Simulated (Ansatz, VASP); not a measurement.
Two plane-wave programs on Ti

The input INCAR:

```
SYSTEM = Ti
PREC = Accurate ; ENCUT = 520
EDIFF = 1E-6 ; ISMEAR = -1
SIGMA = 0.05 ; LREAL = .False.
LASPH = .True. ; NELM = 100
ALGO = Normal ; ISIF = 2
LWAVE = .False. ; LCHARG = .False.
GGA = RE ; NBANDS = 12
```

Contents of KPOINTS:

```
Automatic mesh
0
Gamma
  11 11 11
  0 0 0
```

The input POSCAR:

```
Ti
1.0
    0.0000000000      2.0300000000      2.0300000000
    2.0300000000      0.0000000000      2.0300000000
    2.0300000000      2.0300000000      0.0000000000
Ti
1
Direct
    0.0000000000      0.0000000000      0.0000000000
```

The input input.yaml:

```yaml
crystal:
  lattice:
    - [0.0, 2.03, 2.03]
    - [2.03, 0.0, 2.03]
    - [2.03, 2.03, 0.0]
  atoms:
    - { symbol: Ti, position: [0.0, 0.0, 0.0] }
hamiltonian:
  xc: revpbe
  pseudopotentials: { kind: paw }
kpoints:
  mp_grid: { grid: [11, 11, 11] }
  band_path:
    path:
      - [[0.0, 0.0, 0.0], [0.5, 0.0, 0.5], [0.5, 0.25, 0.75], [0.375, 0.375, 0.75], [0.0, 0.0, 0.0], [0.5, 0.5, 0.5], [0.625, 0.25, 0.625], [0.5, 0.25, 0.75], [0.5, 0.5, 0.5], [0.375, 0.375, 0.75]]
      - [[0.625, 0.25, 0.625], [0.5, 0.0, 0.5]]
    npoints: 14
scf:
  occupations: { method: fermi_dirac, width: 0.05 }
  n_extra_bands: 6
output:
  forces: true
  stress: true
  eigenvalues: true
  fatbands: false
```

This isn't the form of Ti at room conditions, which is hcp.

Alike in both runs: functional revPBE; k mesh 11 × 11 × 11; occupations fermi-dirac, width 0.05 eV; no spin polarisation.

|  | VASP | Ansatz |
| --- | --- | --- |
| version | VASP 6.6.1 | Ansatz 0.2.0 |
| potentials or method | VASP PAW PBE potentials, release 64 (Ti_sv) | Ansatz PAW |
| plane-wave cutoff (eV) | 520 | 420 |
| valence electrons in the cell | 12 | 12 |
| task | single point | band structure |

VASP gave:

| Item | Value |
| --- | --- |
| gap on the k mesh at the Fermi level (eV) | none |
| pressure (GPa) | 6.3 |

Problem. What did Ansatz give for the same quantities?

Solution. gap on the k mesh at the Fermi level (eV): none; pressure (GPa): 6.7.

A gap of «none» marks a metal or a gap that the smearing closes. The functional is the same, so the differences come from potentials, cutoffs and numerics.

Caveats: the PAW data sets were made with another functional, which shifts forces and pressure a little (VASP); the PAW data sets come from PBE, with cores solved anew for the run's functional, which leaves a small shift of forces and pressure (Ansatz).
